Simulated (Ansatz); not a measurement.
**P: relaxation step by step**

The guess for P was made by a generator: 4-, 6-connected net of one element (R-3m, No. 166). The dimensions are guesses.

```
P
1.0
     2.56537    1.48111    4.63702
    -2.56537    1.48111    4.63702
     0.00000   -2.96223    4.63702
P
7
Direct
  0.98254 0.39716 0.39716
  0.39716 0.98254 0.39716
  0.39716 0.39716 0.98254
  0.01746 0.60284 0.60284
  0.60284 0.01746 0.60284
  0.60284 0.60284 0.01746
  0.50000 0.50000 0.50000
```

Method: Ansatz, DFT PBE, scalar-relativistic, plane waves, PAW. Cutoff 420 eV, Gaussian smearing, Γ-centred meshes. Cell and atoms relax first on a coarse mesh and then on a finer one. In between, the cell is made exact in the group found at 0.06 Å. In metals the finer mesh still leaves noise of several meV/atom or more. The steps can't lower the symmetry of their start. No spin polarisation.

Steps on the 6×6×6 mesh (7 atoms, 17 steps). The free energy counts from the last step; some steps are skipped; the plane-wave basis is renewed at times, which shifts energy and pressure.

```
step  ΔF (meV/atom)  V (Å³/atom)  P (GPa)  largest force component (eV/Å)
   1          432.4        15.10    29.59                           1.134
   3           76.3        19.04     4.59                           0.163
   5           35.4        21.72     0.34                           0.149
   6           31.6        22.40    -0.53                           0.067
   8           29.3        22.04    -0.03                           0.059
  10           25.4        21.10    -0.05                           0.221
  12           19.1        20.81     0.01                           0.117
  13           20.0        21.43    -0.17                           0.153
  15            2.0        21.00     0.99                           0.003
  17            0.0        21.45     0.20                           0.008
```

The relaxed structure, after a last relaxation on the converged mesh:

```xyz
7
Lattice="3.0328 1.7510 4.7336 -3.0328 1.7510 4.7336 0.0000 -3.5020 4.7336" Properties=species:S:1:pos:R:3 pbc="T T T"
P    -1.1809   -0.6818    3.7027
P     1.1809   -0.6818    3.7027
P     0.0000    1.3636    3.7027
P     1.1809    0.6818   10.4982
P    -1.1809    0.6818   10.4982
P     0.0000   -1.3636   10.4982
P     0.0000    0.0000    7.1005
```

The symmetry stays R-3m (No. 166). The volume per atom grows by 42.7 %, from 15.1 to 21.5 Å³. The shortest distance goes from 2.13 Å (P–P) to 2.20 Å (P–P). The ratio c/a of the conventional cell changes by a factor of 0.86. The energy falls by about 0.43 eV/atom (the start's value is from the coarse mesh). Around P on a site of symmetry m lie 1 P at 2.20 Å, 2 P at 2.36 Å and 1 P at 2.52 Å; P on a site of symmetry -3m is surrounded by 6 P at 2.52 Å.

* Volume per atom: 21.55 Å³
* Density: 2.39 g/cm³
* Energy over the standard state: +0.42 eV/atom
* Gap on the 12×12×12 mesh of the 7-atom cell: 0 eV (a metal)

Energies count from the standard state of P at the same level. The references include black phosphorus.

The last run used Gaussian smearing of 0.10 eV. The reference form of P is held partly by dispersion forces, which this level lacks. A structure relaxed within its symmetry needn't be a true minimum. In all, the 3 runs took 5.7 min on 1 thread of Arm Neoverse V1 (shared host).
